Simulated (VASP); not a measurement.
## CaO (CsCl): a PBEsol relaxation of cell and atoms in VASP

INCAR

```
NBANDS = 15
PREC = Accurate
NSW = 40
ISMEAR = -1
LWAVE = .FALSE.
LREAL = .FALSE.
GGA = PS
ISIF = 3
ENCUT = 600
EDIFFG = -5E-3
NELM = 120
EDIFF = 1E-7
IBRION = 2
SIGMA = 0.02
LCHARG = .FALSE.
LASPH = .TRUE.
```

KPOINTS

```
KPOINTS created by Atomic Simulation Environment
0
Gamma
8 8 8
0 0 0
```

POSCAR

```
Ca O
 1.0000000000000000
     2.9338573040188494   -0.0000000000000000   -0.0000000000000000
     0.0000000000000000    2.9338573040188494   -0.0000000000000000
    -0.0000000000000000   -0.0000000000000000    2.9338573040188494
 Ca  O
   1   1
Cartesian
  0.0000000000000000 -0.0000000000000000  0.0000000000000000
  1.4669286520094247  1.4669286520094247  1.4669286520094247
```

VASP ran with the recommended PBE PAW datasets (16 valence electrons in the cell).

OSZICAR

```
N       E                     dE             d eps       ncg     rms          rms(c)
DAV:   1     0.129755974392E+03    0.12976E+03   -0.91453E+03  1050   0.124E+03
DAV:   2    -0.842845201491E+01   -0.13818E+03   -0.12997E+03  1281   0.312E+02
DAV:   3    -0.137223276305E+02   -0.52939E+01   -0.52549E+01  1191   0.616E+01
DAV:   4    -0.138642756358E+02   -0.14195E+00   -0.14179E+00  1505   0.882E+00
DAV:   5    -0.138662476117E+02   -0.19720E-02   -0.19719E-02  1227   0.921E-01    0.768E+00
DAV:   6    -0.125805657297E+02    0.12857E+01   -0.30056E+00  1198   0.191E+01    0.329E+00
DAV:   7    -0.125070605557E+02    0.73505E-01   -0.30849E-01  1183   0.566E+00    0.167E+00
DAV:   8    -0.124800898995E+02    0.26971E-01   -0.87347E-02  1386   0.296E+00    0.375E-01
DAV:   9    -0.124790412118E+02    0.10487E-02   -0.67347E-03  1190   0.782E-01    0.100E-01
DAV:  10    -0.124792687212E+02   -0.22751E-03   -0.66733E-04  1330   0.306E-01    0.444E-02
DAV:  11    -0.124792421893E+02    0.26532E-04   -0.10195E-04  1280   0.140E-01    0.206E-02
DAV:  12    -0.124792425787E+02   -0.38935E-06   -0.72513E-06  1225   0.344E-02    0.309E-03
DAV:  13    -0.124792427464E+02   -0.16773E-06   -0.51548E-07  1340   0.717E-03    0.712E-04
DAV:  14    -0.124792427265E+02    0.19912E-07   -0.19645E-08   925   0.165E-03
   1 F= -.12479243E+02 E0= -.12479243E+02  d E =-.124792E+02
       N       E                     dE             d eps       ncg     rms          rms(c)
DAV:   1    -0.128023634931E+02   -0.32312E+00   -0.67329E+00  1449   0.267E+01    0.382E+00
DAV:   2    -0.125380086911E+02    0.26435E+00   -0.63410E-01  1267   0.714E+00    0.140E+00
DAV:   3    -0.124929625893E+02    0.45046E-01   -0.79117E-02  1726   0.350E+00    0.475E-01
DAV:   4    -0.124905270036E+02    0.24356E-02   -0.24032E-02  1569   0.119E+00    0.170E-01
DAV:   5    -0.124915211312E+02   -0.99413E-03   -0.72683E-04  1464   0.221E-01    0.136E-01
DAV:   6    -0.124934532066E+02   -0.19321E-02   -0.25258E-03  1531   0.234E-01    0.301E-02
DAV:   7    -0.124934575411E+02   -0.43345E-05   -0.81540E-05  1339   0.747E-02    0.610E-03
DAV:   8    -0.124934592883E+02   -0.17472E-05   -0.13093E-05  1779   0.283E-02    0.215E-03
DAV:   9    -0.124934595565E+02   -0.26823E-06   -0.55131E-07  1219   0.622E-03    0.122E-03
DAV:  10    -0.124934593621E+02    0.19442E-06   -0.28127E-08   848   0.201E-03    0.253E-04
DAV:  11    -0.124934593745E+02   -0.12472E-07   -0.28329E-09   567   0.576E-04
   2 F= -.12493459E+02 E0= -.12493459E+02  d E =-.142166E-01
       N       E                     dE             d eps       ncg     rms          rms(c)
DAV:   1    -0.125058568864E+02   -0.12398E-01   -0.25087E-01  1421   0.522E+00    0.739E-01
DAV:   2    -0.124959663742E+02    0.98905E-02   -0.23679E-02  1267   0.138E+00    0.268E-01
DAV:   3    -0.124943400210E+02    0.16264E-02   -0.30127E-03  1735   0.666E-01    0.909E-02
DAV:   4    -0.124942641346E+02    0.75886E-04   -0.89393E-04  1566   0.224E-01    0.375E-02
DAV:   5    -0.124943369780E+02   -0.72843E-04   -0.57213E-05  1667   0.575E-02    0.216E-02
DAV:   6    -0.124943674482E+02   -0.30470E-04   -0.70768E-05  1633   0.402E-02    0.188E-03
DAV:   7    -0.124943689240E+02   -0.14758E-05   -0.23410E-06  1630   0.125E-02    0.539E-04
DAV:   8    -0.124943691791E+02   -0.25515E-06   -0.30790E-07  1590   0.277E-03    0.340E-04
DAV:   9    -0.124943692097E+02   -0.30564E-07   -0.29666E-09   616   0.562E-04
   3 F= -.12494369E+02 E0= -.12494369E+02  d E =-.151265E-01
```

From OUTCAR

```
k-points           NKPTS =     35   k-points in BZ     NKDIM =     35   number of bands    NBANDS=     15

   NELECT =      16.0000    total number of electrons

   dimension x,y,z NGX =    24 NGY =   24 NGZ =   24
   dimension x,y,z NGXF=    48 NGYF=   48 NGZF=   48

  energy-cutoff  :      600.00
  volume of cell :       24.22
      direct lattice vectors                 reciprocal lattice vectors
     2.893189384  0.000000000 -0.000000000     0.345639316  0.000000000 -0.000000000
    -0.000000000  2.893189384 -0.000000000    -0.000000000  0.345639316 -0.000000000
     0.000000000  0.000000000  2.893189384     0.000000000  0.000000000  0.345639316

 k-points in reciprocal lattice and weights: KPOINTS created by Atomic Simulation Env
   0.00000000  0.00000000  0.00000000       0.002
   0.12500000  0.00000000  0.00000000       0.012
   0.25000000  0.00000000  0.00000000       0.012
   0.37500000  0.00000000  0.00000000       0.012
   0.50000000  0.00000000  0.00000000       0.006
   0.12500000  0.12500000  0.00000000       0.023
   0.25000000  0.12500000  0.00000000       0.047
   0.37500000  0.12500000  0.00000000       0.047
   ...

 E-fermi :   4.5240

 k-point     1 :       0.0000    0.0000    0.0000
  band No.  band energies     occupation
      1     -34.9124      2.00000
      2     -15.4075      2.00000
      3     -15.4075      2.00000
      4     -15.4075      2.00000
      5     -12.2980      2.00000
      6       3.8003      2.00000
      7       3.8003      2.00000
      8       3.8003      2.00000
      9       6.7863      0.00000
     10       6.7863      0.00000
     11       9.3119      0.00000
     12      12.6708      0.00000
     13      12.6708      0.00000
     14      12.6708      0.00000
     15      23.3860      0.00000

 k-point     2 :       0.1250    0.0000    0.0000
  band No.  band energies     occupation
      1     -34.8860      2.00000
      2     -15.7021      2.00000
      3     -15.3879      2.00000
      4     -15.3879      2.00000
      5     -12.0645      2.00000
      6       3.0206      2.00000
      7       3.7275      2.00000
      8       3.7275      2.00000
      9       6.9168      0.00000
     10       7.5029      0.00000
     11       9.9673      0.00000
     12      12.5991      0.00000
     13      12.5991      0.00000
     14      12.7142      0.00000
     15      22.4271      0.00000

 k-point     3 :       0.2500    0.0000    0.0000
  band No.  band energies     occupation
      1     -34.8217      2.00000
      2     -16.3042      2.00000
      3     -15.3401      2.00000
      4     -15.3401      2.00000
      5     -11.5885      2.00000
      6       1.6674      2.00000
      7       3.5466      2.00000
      8       3.5466      2.00000
      9       7.2575      0.00000
     10       9.0756      0.00000
     11      11.3691      0.00000
     12      12.4663      0.00000
     13      12.4663      0.00000
     14      12.8211      0.00000
     15      20.5997      0.00000

 k-point     4 :       0.3750    0.0000    0.0000
  band No.  band energies     occupation
      1     -34.7561      2.00000
      2     -16.8174      2.00000
      3     -15.2917      2.00000
      4     -15.2917      2.00000
      5     -11.1692      2.00000
      6       0.6001      2.00000
      7       3.3596      2.00000
      8       3.3596      2.00000
      9       7.6446      0.00000
     10      10.6999      0.00000
     11      12.3839      0.00000
     12      12.3839      0.00000
     13      12.9312      0.00000
     14      12.9919      0.00000
     15      19.0907      0.00000

 k-point     5 :       0.5000    0.0000    0.0000
  band No.  band energies     occupation
      1     -34.7285      2.00000
      2     -17.0130      2.00000
      3     -15.2715      2.00000
      4     -15.2715      2.00000
      5     -11.0023      2.00000
      6       0.1994      2.00000
      7       3.2803      2.00000
      8       3.2803      2.00000
      9       7.8226      0.00000
     10      11.3556      0.00000
     11      12.3632      0.00000
     12      12.3632      0.00000
     13      12.9777      0.00000
     14      14.1368      0.00000
     15      18.1933      0.00000

 k-point     6 :       0.1250    0.1250    0.0000
  band No.  band energies     occupation
      1     -34.8601      2.00000
      2     -15.7604      2.00000
      3     -15.5657      2.00000
      4     -15.3688      2.00000
      5     -11.8862      2.00000
      6       2.8236      2.00000
      7       3.2728      2.00000
      8       3.6835      2.00000
      9       7.3088      0.00000
     10       7.8865      0.00000
     11      10.3449      0.00000
     12      12.3472      0.00000
     13      12.6243      0.00000
     14      12.8538      0.00000
     15      22.2616      0.00000

 k-point     7 :       0.2500    0.1250    0.0000
  band No.  band energies     occupation
      1     -34.7966      2.00000
      2     -16.2619      2.00000
      3     -15.5526      2.00000
      4     -15.3225      2.00000
      5     -11.5195      2.00000
      6       1.7445      2.00000
      7       3.1423      2.00000
      8       3.5685      2.00000
      9       7.6597      0.00000
     10       9.2815      0.00000
     11      10.9824      0.00000
     12      12.1105      0.00000
     13      12.8550      0.00000
     14      12.9705      0.00000
     15      21.0292      0.00000

 k-point     8 :       0.3750    0.1250    0.0000
  band No.  band energies     occupation
      1     -34.7320      2.00000
      2     -16.7474      2.00000
      3     -15.4826      2.00000
      4     -15.2756      2.00000
      5     -11.2002      2.00000
      6       0.7988      2.00000
      7       3.0747      2.00000
      8       3.4411      2.00000
      9       7.9417      0.00000
     10      10.8003      0.00000
     11      11.3169      0.00000
     12      12.0717      0.00000
     13      12.6998      0.00000
     14      14.0282      0.00000
     15      19.4742      0.00000

 k-point     9 :       0.5000    0.1250    0.0000
  band No.  band energies     occupation
      1     -34.7048      2.00000
      2     -16.9354      2.00000
      3     -15.4519      2.00000
      4     -15.2560      2.00000
      5     -11.0752      2.00000
      6       0.4430      2.00000
      7       3.0382      2.00000
      8       3.3850      2.00000
      9       8.0655      0.00000
     10      11.4028      0.00000
     11      11.4057      0.00000
     12      12.1367      0.00000
     13      12.5645      0.00000
     14      15.1533      0.00000
     15      18.0541      0.00000

 k-point    10 :       0.2500    0.2500    0.0000
  band No.  band energies     occupation
      1     -34.7354      2.00000
      2     -16.2450      2.00000
      3     -15.9324      2.00000
      4     -15.2797      2.00000
      5     -11.3894      2.00000
      6       1.7076      2.00000
      7       2.5605      2.00000
      8       3.6139      2.00000
      9       8.2085      0.00000
     10      10.1338      0.00000
     11      10.4657      0.00000
     12      11.6298      0.00000
     13      12.6043      0.00000
     14      13.9020      0.00000
     15      21.3559      0.00000

 k-point    11 :       0.3750    0.2500    0.0000
  band No.  band energies     occupation
      1     -34.6731      2.00000
      2     -16.5712      2.00000
      3     -15.9171      2.00000
      4     -15.2364      2.00000
      5     -11.2969      2.00000
      6       1.2607      2.00000
      7       2.5011      2.00000
      8       3.6475      2.00000
      9       8.3432      0.00000
     10      10.1871      0.00000
     11      11.4035      0.00000
     12      11.4365      0.00000
     13      12.1212      0.00000
     14      15.1507      0.00000
     15      19.6514      0.00000

 k-point    12 :       0.5000    0.2500    0.0000
  band No.  band energies     occupation
      1     -34.6469      2.00000
      2     -16.7362      2.00000
      3     -15.8685      2.00000
      4     -15.2183      2.00000
      5     -11.2672      2.00000
      6       1.0382      2.00000
      7       2.5299      2.00000
      8       3.6573      2.00000
      9       8.3521      0.00000
     10      10.1070      0.00000
     11      11.5767      0.00000
     12      11.7148      0.00000
     13      11.9425      0.00000
     14      16.6893      0.00000
     15      17.8254      0.00000

 k-point    13 :       0.3750    0.3750    0.0000
  band No.  band energies     occupation
      1     -34.6132      2.00000
      2     -16.4225      2.00000
      3     -16.2800      2.00000
      4     -15.1968      2.00000
      5     -11.4238      2.00000
      6       1.6473      2.00000
      7       2.1074      2.00000
      8       3.8688      2.00000
      9       8.2635      0.00000
     10       9.4548      0.00000
     11      10.9854      0.00000
     12      11.4523      0.00000
     13      12.6319      0.00000
     14      16.2382      0.00000
     15      19.7722      0.00000

 ...

  Total        0.0012027      0.0012027      0.0012027      0.0000000      0.0000000     -0.0000000
  in kB        0.0795696      0.0795696      0.0795696      0.0000000      0.0000000     -0.0000000
  external PRESSURE =       0.0795696 kB  Pullay stress =       0.0000000 kB

 POSITION                                       TOTAL-FORCE (eV/Angst)
 -----------------------------------------------------------------------------------
      0.00000      0.00000      0.00000         0.000000     -0.000000      0.000000
      1.44659      1.44659      1.44659        -0.000000      0.000000      0.000000
 -----------------------------------------------------------------------------------
    total drift:                                0.000000      0.000000     -0.000000

  FREE ENERGIE OF THE ION-ELECTRON SYSTEM (eV)
  ---------------------------------------------------
  free  energy   TOTEN  =       -12.4943692097 eV

  energy  without entropy=      -12.4943692097  energy(sigma->0) =      -12.49436921
```

CONTCAR

```
Ca O
   1.00000000000000
     2.8931893835326341    0.0000000000000000   -0.0000000000000000
    -0.0000000000000000    2.8931893835326341   -0.0000000000000000
     0.0000000000000000    0.0000000000000000    2.8931893835326341
  Ca              O
     1     1
Direct
     0.0000000000000000    0.0000000000000000    0.0000000000000000
     0.5000000000000000    0.5000000000000000    0.5000000000000000

  0.00000000E+00  0.00000000E+00  0.00000000E+00
  0.00000000E+00  0.00000000E+00  0.00000000E+00
```

| Quantity | Value |
| --- | --- |
| relaxed cell vector lengths | 2.893, 2.893, 2.893 Å |
| relaxed cell volume | 24.22 Å³ |
